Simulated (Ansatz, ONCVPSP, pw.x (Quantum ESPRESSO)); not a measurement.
## What a changed setting does to a pw.x run (fcc Mo)

Potential: optimised norm-conserving Vanderbilt (ONCV), ONCVPSP 4.0.1.1 (patched build), PBEsol; core [Ar] 3d10, reference 4s2 4p6 4d5 5s1; waves: 4s+5s: rc 1.65 bohr, ncon 4, nbas 9, qcut 8.4 1/bohr, 3 projectors, debl 0.5 Ha; 4p: rc 2.00 bohr, ncon 3, nbas 6, qcut 5.1 1/bohr, 2 projectors, debl 1.5 Ha; 4d: rc 1.90 bohr, ncon 5, nbas 9, qcut 8.4 1/bohr, 2 projectors, debl 1.4 Ha; local part: polynomial inside 1.50 bohr (lpopt 5, dvloc0 0 Ha); core correction: Teter function, fcfact 4.25, rcfact 1.2.

The reference run (k-mesh 14³, cutoffs 65/260 Ry, Fermi–Dirac 0.01 Ry, mixing_beta 0.4, conv_thr 1e-9, no spin) gives 0.37 GPa at 15.547 Å³/atom, where all-electron LAPW gives 0.18 GPa. This run, with its own iteration cap, changes degauss to 0.005.

```
&control
  calculation='scf', prefix='x', pseudo_dir='./', outdir='./tmp', tstress=.true., disk_io='none'
/
&system
  ibrav=0, nat=1, ntyp=1, ecutwfc=65, ecutrho=260, nbnd=15,
  occupations='smearing', smearing='fd', degauss=0.005
/
&electrons
  conv_thr=1e-09, mixing_beta=0.4, electron_maxstep=50
/
ATOMIC_SPECIES
Mo 1.0 Mo.UPF
CELL_PARAMETERS angstrom
  0.00000000 1.98094401 1.98094401
  1.98094401 0.00000000 1.98094401
  1.98094401 1.98094401 0.00000000
ATOMIC_POSITIONS crystal
Mo 0.0000 0.0000 0.0000
K_POINTS automatic
14 14 14 0 0 0
```

```bash
pw.x < Mo.scf.in > Mo.scf.out
```

Question: How does the run end?

Answer: It converges in 8 iterations; the free energy moves by +27.6 meV/atom and the pressure by -0.51 GPa. In a metal, with Fermi–Dirac smearing, F lies below its zero-width value by a term in the square of the width.

```
Message from routine setup:
     using ibrav=0 with symmetry is DISCOURAGED, use correct ibrav instead
     lattice parameter (alat)  =       5.2940  a.u.
     unit-cell volume          =     104.9164 (a.u.)^3
     number of electrons       =        14.00
     number of Kohn-Sham states=           15
     kinetic-energy cutoff     =      65.0000  Ry
     charge density cutoff     =     260.0000  Ry
     scf convergence threshold =      1.0E-09
     Exchange-correlation= PBESOL
     number of k points=   104  Fermi-Dirac smearing, width (Ry)=  0.0050
     iteration #  1     ecut=    65.00 Ry     beta= 0.40
     total energy              =    -141.68361320 Ry
     estimated scf accuracy    <       0.11646261 Ry
     iteration #  2     ecut=    65.00 Ry     beta= 0.40
     total energy              =    -141.69098036 Ry
     estimated scf accuracy    <       0.01018713 Ry
     iteration #  3     ecut=    65.00 Ry     beta= 0.40
     total energy              =    -141.69210859 Ry
     estimated scf accuracy    <       0.00080205 Ry
     iteration #  4     ecut=    65.00 Ry     beta= 0.40
     total energy              =    -141.69215323 Ry
     estimated scf accuracy    <       0.00003249 Ry
     iteration #  5     ecut=    65.00 Ry     beta= 0.40
     total energy              =    -141.69215936 Ry
     estimated scf accuracy    <       0.00000053 Ry
     iteration #  6     ecut=    65.00 Ry     beta= 0.40
     total energy              =    -141.69215952 Ry
     estimated scf accuracy    <       0.00000002 Ry
     iteration #  7     ecut=    65.00 Ry     beta= 0.40
     total energy              =    -141.69215951 Ry
     estimated scf accuracy    <       0.00000001 Ry
     iteration #  8     ecut=    65.00 Ry     beta= 0.40
     the Fermi energy is    20.9148 ev
!    total energy              =    -141.69215951 Ry
     estimated scf accuracy    <          2.8E-10 Ry
     smearing contrib. (-TS)   =      -0.00129604 Ry
     The total energy is F=E-TS. E is the sum of the following terms:
     one-electron contribution =     -18.13872266 Ry
     hartree contribution      =      17.94050165 Ry
     xc contribution           =     -21.46499795 Ry
     ewald contribution        =    -120.02764451 Ry
     convergence has been achieved in   8 iterations
          total   stress  (Ry/bohr**3)                   (kbar)     P=       -1.38
     Message from routine punch:
     Nothing written, as per user request (disk_io='none')
```

The run took about 16 s on one core of a shared host (Neoverse-V2, 96 threads, 742 GiB, load 9).
